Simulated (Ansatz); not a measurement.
SnO2: strain energy, fitted

SnO2, Pbcn, a = 4.703 Å, b = 5.695 Å, c = 5.204 Å. This isn't the usual stable structure of the compound. Ansatz: LDA, PAW, 420 eV, Γ-centred 6×6×6 mesh on 12 atoms, Gaussian smearing 0.02 eV; no spin polarisation. Series: uniaxial strain along c, with a, b and atoms relaxed; x is the strain in per cent. y is the free energy over the unstrained cell, V0 = 11.617 Å³/atom.

| x (%) | y (meV/atom) |
| --- | --- |
| -2.0 | 3.31 |
| -1.0 | 0.80 |
| 0.0 | 0.00 |
| 1.0 | ? |
| 2.0 | 3.24 |

**Question.** Fit y = c2 x² + c3 x³ to the other rows, turn c2 into a modulus, and predict the missing energy.

**Answer.** Least squares on the rows shown. y = 0.8181 x² − 0.004201 x³. In eV per unit strain² c2 is 8.181; this is Young's modulus along the axis (E = ½ Y V0 ε²): 2 × 8.181 × 160.2 / (11.617) = 226 GPa. At x = 1.0 the fit asked for gives 0.81 meV/atom. The run gave 0.82 meV/atom, so the fit is 0.01 meV/atom too low, within the rms miss on the fitted rows (0.01 meV/atom).

Cost: 5 runs of about 17 core-minutes in all, on Arm Neoverse V2 (shared hosts).